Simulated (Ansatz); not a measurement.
# IrO2, one structure, two calculations

Cell: a structure deposited in the COD, atoms as given.

```cif
data_IrO2
_symmetry_space_group_name_H-M 'P4_2/mnm'
_symmetry_Int_Tables_number 136
_cell_length_a 4.4990
_cell_length_b 4.4990
_cell_length_c 3.1460
_cell_angle_alpha 90.000
_cell_angle_beta 90.000
_cell_angle_gamma 90.000
loop_
_atom_site_label
_atom_site_type_symbol
_atom_site_symmetry_multiplicity
_atom_site_Wyckoff_symbol
_atom_site_fract_x
_atom_site_fract_y
_atom_site_fract_z
Ir Ir 2 a 0.0000 0.0000 0.0000
O O 4 f 0.3110 0.3110 0.0000
```

One atom of each set is listed.

First run. The numbers come from a DFT calculation in Ansatz (PBE, plane waves and PAW, scalar-relativistic, collinear spin, 420 eV cutoff, Γ-centred 7×7×10 k-points, Fermi–Dirac smearing 0.02 eV). Start moments as typed (μB): 1 on each Ir, none on the rest.

```tsv
site	V_zz (10²¹ V/m²)	η
Ir	-16.12	0.10
O	-9.60	0.20
```

Second run. The same atoms and settings, except that the mesh is 10×10×15 and the Fermi–Dirac smearing is 0.05 eV.

(1) What does the second run give?

Answers

(1) 

```json
{"site": "Ir", "V_zz": "-15.66", "η": "0.13", "change of V_zz": "+0.46"}
{"site": "O", "V_zz": "-9.61", "η": "0.20", "change of V_zz": "-0.01"}
```

The largest change of V_zz is on Ir, from -16.12 to -15.66. In per cent, |V_zz| changes by -3 on Ir, 0 on O (all sites that start above 2).

At this cell the PBE pressure is 8 GPa (principal stresses up to 13 GPa in size), so with PBE the cell would grow if it were relaxed. The entry's cell may itself be off. The largest force is 0.6 eV/Å, so the atoms aren't at the calculated equilibrium and relaxing them would move these values. Spin–orbit coupling is left out, which shifts gradients on Ir by a few per cent in wide-gap crystals, and can shift them far more where the calculated gap is small or absent, as here. Semilocal functionals can leave a metal where correlation in the d or f shell opens a gap in the real compound, and that would change the values at and beside Ir. The start moments die out, and the run ends without spin.
